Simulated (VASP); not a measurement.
AlN (rocksalt): a r²SCAN single-point calculation in VASP

INCAR

```
LREAL = .FALSE.
ALGO = Normal
EDIFF = 1E-7
LCHARG = .TRUE.
NELM = 120
METAGGA = R2SCAN
IBRION = -1
SIGMA = 0.01
ISMEAR = 0
NSW = 0
ENCUT = 520
ISIF = 2
NBANDS = 11
LWAVE = .FALSE.
PREC = Accurate
LASPH = .TRUE.
LELF = .TRUE.
```

KPOINTS

```
KPOINTS created by Atomic Simulation Environment
0
Gamma
10 10 10
0 0 0
```

KPOINTS_OPT

```
special points
7
Reciprocal
0.0000000000 0.0000000000 0.0000000000 1
0.5000000000 0.0000000000 0.5000000000 1
0.6250000000 0.2500000000 0.6250000000 1
0.3750000000 0.3750000000 0.7500000000 1
0.5000000000 0.5000000000 0.5000000000 1
0.5000000000 0.2500000000 0.7500000000 1
0.0000000000 0.5000000000 0.5000000000 1
```

POSCAR

```
Al N
 1.0000000000000000
     0.0000000000000000    2.0188684521432165    2.0188684521432165
     2.0188684521432165    0.0000000000000000    2.0188684521432165
     2.0188684521432165    2.0188684521432165   -0.0000000000000000
 Al  N
   1   1
Cartesian
  0.0000000000000000 -0.0000000000000000 -0.0000000000000000
  2.0188684521432161  2.0188684521432161  2.0188684521432161
```

VASP ran with the recommended PBE PAW datasets (8 valence electrons in the cell).

Command

```
mpirun -np 1 vasp_std
```

OSZICAR

```
N       E                     dE             d eps       ncg     rms          rms(c)
DAV:   1     0.672421816435E+01    0.67242E+01   -0.41344E+03  1050   0.642E+02
DAV:   2    -0.217323222389E+02   -0.28457E+02   -0.27269E+02  1263   0.149E+02
DAV:   3    -0.225534371903E+02   -0.82111E+00   -0.81948E+00  1251   0.232E+01
DAV:   4    -0.225569427965E+02   -0.35056E-02   -0.35054E-02  1178   0.162E+00
DAV:   5    -0.225569754237E+02   -0.32627E-04   -0.32627E-04  1217   0.152E-01    0.791E+00
DAV:   6    -0.188228779139E+02    0.37341E+01   -0.54544E+00  1118   0.125E+01    0.352E+00
DAV:   7    -0.188783232129E+02   -0.55445E-01   -0.39307E-01  1169   0.443E+00    0.205E+00
DAV:   8    -0.188970821700E+02   -0.18759E-01   -0.38439E-02  1097   0.149E+00    0.295E-01
DAV:   9    -0.188967749559E+02    0.30721E-03   -0.18984E-03  1196   0.282E-01    0.114E-01
DAV:  10    -0.188969209964E+02   -0.14604E-03   -0.26998E-04  1145   0.132E-01    0.638E-02
DAV:  11    -0.188969264080E+02   -0.54116E-05   -0.51958E-05  1217   0.415E-02    0.128E-02
DAV:  12    -0.188969265529E+02   -0.14493E-06   -0.22262E-06  1139   0.125E-02    0.252E-03
DAV:  13    -0.188969263534E+02    0.19948E-06   -0.50600E-07  1190   0.414E-03    0.123E-03
DAV:  14    -0.188969263108E+02    0.42577E-07   -0.36982E-08   586   0.145E-03
   1 F= -.18896926E+02 E0= -.18896926E+02  d E =-.362605E-42
       N       E                     dE             ncg
DAV:   1     0.730757544422E+03   -0.22360E+04      154
DAV:   2     0.550359893311E+03   -0.18040E+03      208
DAV:   3     0.544832981029E+03   -0.55269E+01      190
DAV:   4     0.544799596855E+03   -0.33384E-01      189
DAV:   5     0.544799209573E+03   -0.38728E-03      195
DAV:   6     0.544799203843E+03   -0.57298E-05      189
DAV:   7     0.544799203735E+03   -0.10818E-06      171
DAV:   8     0.544799203733E+03   -0.17756E-08      160
```

From OUTCAR

```
k-points           NKPTS =     47   k-points in BZ     NKDIM =     47   number of bands    NBANDS=     11

   NELECT =       8.0000    total number of electrons

   dimension x,y,z NGX =    24 NGY =   24 NGZ =   24
   dimension x,y,z NGXF=    48 NGYF=   48 NGZF=   48

  energy-cutoff  :      520.00
  volume of cell :       16.46
      direct lattice vectors                 reciprocal lattice vectors
     0.000000000  2.018868452  2.018868452    -0.247663487  0.247663487  0.247663487
     2.018868452  0.000000000  2.018868452     0.247663487 -0.247663487  0.247663487
     2.018868452  2.018868452  0.000000000     0.247663487  0.247663487 -0.247663487

 k-points in reciprocal lattice and weights: KPOINTS created by Atomic Simulation Env
   0.00000000  0.00000000  0.00000000       0.001
   0.10000000  0.00000000  0.00000000       0.008
   0.20000000  0.00000000  0.00000000       0.008
   0.30000000  0.00000000  0.00000000       0.008
   0.40000000  0.00000000  0.00000000       0.008
   0.50000000  0.00000000  0.00000000       0.004
   0.10000000  0.10000000  0.00000000       0.006
   0.20000000  0.10000000  0.00000000       0.024
   ...

 E-fermi :   9.9199

 k-point     1 :       0.0000    0.0000    0.0000
  band No.  band energies     occupation
      1      -8.6122      2.00000
      2       9.8267      2.00000
      3       9.8267      2.00000
      4       9.8268      2.00000
      5      16.4056      0.00000
      6      22.7524      0.00000
      7      22.7524      0.00000
      8      22.7524      0.00000
      9      28.4352      0.00000
     10      28.4352      0.00000
     11      28.5522      0.00000

 k-point     2 :       0.1000    0.0000    0.0000
  band No.  band energies     occupation
      1      -8.4026      2.00000
      2       8.7964      2.00000
      3       9.6952      2.00000
      4       9.6952      2.00000
      5      17.0354      0.00000
      6      21.9300      0.00000
      7      23.0782      0.00000
      8      23.0782      0.00000
      9      27.0766      0.00000
     10      27.0766      0.00000
     11      29.6256      0.00000

 k-point     3 :       0.2000    0.0000    0.0000
  band No.  band energies     occupation
      1      -7.7954      2.00000
      2       6.5934      2.00000
      3       9.3749      2.00000
      4       9.3749      2.00000
      5      17.6586      0.00000
      6      21.5708      0.00000
      7      23.3492      0.00000
      8      23.3492      0.00000
      9      26.4793      0.00000
     10      26.4793      0.00000
     11      28.9730      0.00000

 k-point     4 :       0.3000    0.0000    0.0000
  band No.  band energies     occupation
      1      -6.8718      2.00000
      2       4.1974      2.00000
      3       9.0194      2.00000
      4       9.0194      2.00000
      5      17.3369      0.00000
      6      22.6694      0.00000
      7      22.6694      0.00000
      8      22.7123      0.00000
      9      28.0264      0.00000
     10      28.0264      0.00000
     11      28.0921      0.00000

 k-point     5 :       0.4000    0.0000    0.0000
  band No.  band energies     occupation
      1      -5.8637      2.00000
      2       2.2079      2.00000
      3       8.7578      2.00000
      4       8.7578      2.00000
      5      16.9178      0.00000
      6      22.0071      0.00000
      7      22.0072      0.00000
      8      24.0139      0.00000
      9      27.5080      0.00000
     10      30.4138      0.00000
     11      30.4138      0.00000

 k-point     6 :       0.5000    0.0000    0.0000
  band No.  band energies     occupation
      1      -5.3545      2.00000
      2       1.3576      2.00000
      3       8.6629      2.00000
      4       8.6629      2.00000
      5      16.7637      0.00000
      6      21.7670      0.00000
      7      21.7670      0.00000
      8      24.5296      0.00000
      9      27.3522      0.00000
     10      31.8864      0.00000
     11      31.8864      0.00000

 k-point     7 :       0.1000    0.1000    0.0000
  band No.  band energies     occupation
      1      -8.3334      2.00000
      2       8.8755      2.00000
      3       9.4456      2.00000
      4       9.4456      2.00000
      5      17.3038      0.00000
      6      21.2369      0.00000
      7      23.4362      0.00000
      8      23.4362      0.00000
      9      25.3801      0.00000
     10      28.7709      0.00000
     11      30.8238      0.00000

 k-point     8 :       0.2000    0.1000    0.0000
  band No.  band energies     occupation
      1      -7.8599      2.00000
      2       7.2379      2.00000
      3       9.0524      2.00000
      4       9.1848      2.00000
      5      18.1285      0.00000
      6      20.4431      0.00000
      7      23.2338      0.00000
      8      24.0047      0.00000
      9      24.8498      0.00000
     10      28.2995      0.00000
     11      30.5184      0.00000

 k-point     9 :       0.3000    0.1000    0.0000
  band No.  band energies     occupation
      1      -7.0399      2.00000
      2       5.0073      2.00000
      3       8.6870      2.00000
      4       8.7526      2.00000
      5      18.0773      0.00000
      6      21.3184      0.00000
      7      21.9625      0.00000
      8      23.6856      0.00000
      9      26.4086      0.00000
     10      29.1561      0.00000
     11      29.8138      0.00000

 k-point    10 :       0.4000    0.1000    0.0000
  band No.  band energies     occupation
      1      -6.0392      2.00000
      2       2.9210      2.00000
      3       8.2790      2.00000
      4       8.4692      2.00000
      5      17.6703      0.00000
      6      21.1097      0.00000
      7      22.8938      0.00000
      8      23.0395      0.00000
      9      28.1010      0.00000
     10      29.5213      0.00000
     11      31.1484      0.00000

 k-point    11 :       0.5000    0.1000    0.0000
  band No.  band energies     occupation
      1      -5.2995      2.00000
      2       1.6517      2.00000
      3       7.9309      2.00000
      4       8.4550      2.00000
      5      17.4896      0.00000
      6      20.8008      0.00000
      7      22.3320      0.00000
      8      24.2209      0.00000
      9      28.6188      0.00000
     10      30.6248      0.00000
     11      32.1473      0.00000

 k-point    12 :      -0.4000    0.1000    0.0000
  band No.  band energies     occupation
      1      -5.4734      2.00000
      2       1.9376      2.00000
      3       7.7998      2.00000
      4       8.6456      2.00000
      5      17.5866      0.00000
      6      21.0305      0.00000
      7      22.2064      0.00000
      8      24.0380      0.00000
      9      28.8662      0.00000
     10      30.2036      0.00000
     11      31.3429      0.00000

 k-point    13 :      -0.3000    0.1000    0.0000
  band No.  band energies     occupation
      1      -6.3753      2.00000
      2       3.5729      2.00000
      3       7.9265      2.00000
      4       8.9909      2.00000
      5      17.9350      0.00000
      6      21.7118      0.00000
      7      22.5781      0.00000
      8      22.7458      0.00000
      9      27.4931      0.00000
     10      29.3483      0.00000
     11      30.3167      0.00000

 k-point    14 :      -0.2000    0.1000    0.0000
  band No.  band energies     occupation
      1      -7.3457      2.00000
      2       5.7496      2.00000
      3       8.3208      2.00000
      4       9.3843      2.00000
      5      18.3155      0.00000
      6      21.1370      0.00000
      7      22.8704      0.00000
      8      23.4179      0.00000
      9      25.2985      0.00000
     10      28.4770      0.00000
     11      30.1660      0.00000

 k-point    15 :      -0.1000    0.1000    0.0000
  band No.  band energies     occupation
      1      -8.0608      2.00000
      2       7.7313      2.00000
      3       8.9960      2.00000
      4       9.6684      2.00000
      5      17.8045      0.00000
      6      21.0798      0.00000
      7      23.5008      0.00000
      8      23.5044      0.00000
      9      25.2064      0.00000
     10      27.4168      0.00000
     11      30.5234      0.00000

 k-point    16 :       0.2000    0.2000    0.0000
  band No.  band energies     occupation
      1      -7.5311      2.00000
      2       6.9279      2.00000
      3       8.5909      2.00000
      4       8.5909      2.00000
      5      18.6872      0.00000
      6      18.9996      0.00000
      7      22.4298      0.00000
      8      25.0253      0.00000
      9      25.0253      0.00000
     10      29.7546      0.00000
     11      32.6327      0.00000

 ...

  Total       -0.0833284     -0.0833284     -0.0833284      0.0000000      0.0000000      0.0000000
  in kB       -8.1124045     -8.1124045     -8.1124045      0.0000000      0.0000000      0.0000000
  external PRESSURE =      -8.1124045 kB  Pullay stress =       0.0000000 kB

 POSITION                                       TOTAL-FORCE (eV/Angst)
 -----------------------------------------------------------------------------------
      0.00000      0.00000      0.00000         0.000000      0.000000      0.000000
      2.01887      2.01887      2.01887        -0.000000     -0.000000     -0.000000
 -----------------------------------------------------------------------------------
    total drift:                               -0.000000     -0.000000      0.000000

  FREE ENERGIE OF THE ION-ELECTRON SYSTEM (eV)
  ---------------------------------------------------
  free  energy   TOTEN  =       -18.8969263108 eV

  energy  without entropy=      -18.8969263108  energy(sigma->0) =      -18.89692631
```

| Property | Result |
| --- | --- |
| gap between bands v and c | 5.53 eV |
| least direct gap | 6.58 eV |
| pressure | -0.8 GPa |

Band v is the last that the valence electrons fill when counted band by band, and c is the next.

The run took about 22 s on one core of a shared host (Intel Xeon Platinum 8488C) and held 0.14 GiB at most.
